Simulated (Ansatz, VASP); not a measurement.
**Two plane-wave programs on BeS**

The input INCAR:

```
ALGO = Normal
EDIFF = 1E-7
ENCUT = 520
GGA = PE
ISIF = 2
ISMEAR = -1
LASPH = True
LCHARG = False
LREAL = False
LWAVE = False
NBANDS = 11
NELM = 80
PREC = Accurate
SIGMA = 0.05
```

The input KPOINTS:

```
k-points
0
Gamma
  9 9 9
```

The input POSCAR:

```
BeS
1.0
    0.0000000000      2.3754963136      2.3754963136
    2.3754963136      0.0000000000      2.3754963136
    2.3754963136      2.3754963136      0.0000000000
S Be
1 1
Direct
    0.7500000000      0.7500000000      0.7500000000
    0.0000000000      0.0000000000      0.0000000000
```

File input.yaml:

```yaml
crystal:
  lattice:
    - [0.0, 2.3754963136, 2.3754963136]
    - [2.3754963136, 0.0, 2.3754963136]
    - [2.3754963136, 2.3754963136, 0.0]
  atoms:
    - { symbol: S, position: [0.75, 0.75, 0.75] }
    - { symbol: Be, position: [0.0, 0.0, 0.0] }
hamiltonian:
  xc: pbe
  pseudopotentials: { kind: paw }
kpoints:
  mp_grid: { grid: [9, 9, 9] }
scf:
  occupations: { method: fermi_dirac, width: 0.05 }
output:
  forces: true
  stress: true
  eigenvalues: true
```

Change from the starting cell: volume scaled by 0.94.

Alike in both runs: task single point; functional PBE; k mesh 9 × 9 × 9; occupations fermi-dirac, width 0.05 eV; no spin polarisation.

|  | VASP | Ansatz |
| --- | --- | --- |
| version | VASP 6.6.1 | Ansatz 0.2.0 |
| potentials or method | VASP PAW PBE potentials, release 64 (S, Be) | Ansatz PAW |
| plane-wave cutoff (eV) | 520 | 420 |
| valence electrons in the cell | 8 | 8 |

Ansatz gave:

```
gap on the k mesh at the Fermi level (eV) : 3.06
least direct gap on the mesh (eV)         : 5.62
pressure (GPa)                            : 8.4
```

What did VASP give for the same quantities?

gap on the k mesh at the Fermi level (eV): 3.06; least direct gap on the mesh (eV): 5.63; pressure (GPa): 8.4.

The functional is the same, so the differences come from potentials, cutoffs and numerics.

Caveats: an odd mesh through Γ misses points on the zone boundary, where band edges often lie (VASP); odd divisions of the mesh miss points on the zone boundary, where band edges often lie, so the gap on the mesh can be too wide (Ansatz).
